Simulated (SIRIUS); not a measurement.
Crystal: Ta.

```
Ta
1.0
    -1.65128    1.65128    1.65128
     1.65128   -1.65128    1.65128
     1.65128    1.65128   -1.65128
Ta
1
Cartesian
  0.0000 0.0000 0.0000
```

Base run:

- Program: SIRIUS 7.10.0
- Functional: PBEsol
- Potentials or basis: PseudoDojo 0.4.1 PBEsol standard (scalar relativistic)
- Cutoff: 807 eV
- Density cutoff: 3227 eV
- k mesh: 11 × 11 × 11
- Occupations: fermi-dirac, width 0.05 eV
- Spin: no spin polarisation

Its results: band gap on the k mesh none (metal or under the smearing width); pressure -4.2 GPa.

Q: The run is repeated on the same cell with these changes: potentials or basis from PseudoDojo 0.4.1 PBEsol standard (scalar relativistic) to PseudoDojo 0.4.1 PBE standard (scalar relativistic). What comes out?

A: Band gap on the k mesh none (metal or under the smearing width); pressure -3.7 GPa.

Caveats: the potentials were made for another functional, which shifts forces and pressure (some runs).

Not every run made on this cell is shown here.
